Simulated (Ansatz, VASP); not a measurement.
**Two plane-wave programs on Al**

```
Al
1.0
     0.00000    1.99923    1.99923
     1.99923    0.00000    1.99923
     1.99923    1.99923    0.00000
Al
1
Direct
  0.00000 0.00000 0.00000
```

Alike in both runs: functional PBE; k mesh 17 × 17 × 17; occupations fermi-dirac, width 0.05 eV; no spin polarisation.

Ansatz relaxed the structure, and its values are those at the end. VASP's run is a single point on that final structure, the one shown.

|  | VASP | Ansatz |
| --- | --- | --- |
| version | VASP 6.6.1 | Ansatz 0.2.0 |
| potentials or method | VASP PAW PBE potentials, release 64 (Al) | PAW with Ansatz's default frozen-core files, scalar-relativistic |
| plane-wave cutoff (eV) | 520 | 420 |
| valence electrons in the cell | 3 | 3 |

|  | VASP | Ansatz | Ansatz less VASP |
| --- | --- | --- | --- |
| pressure (GPa) | 2.6 | 2.6 | +0.04 |
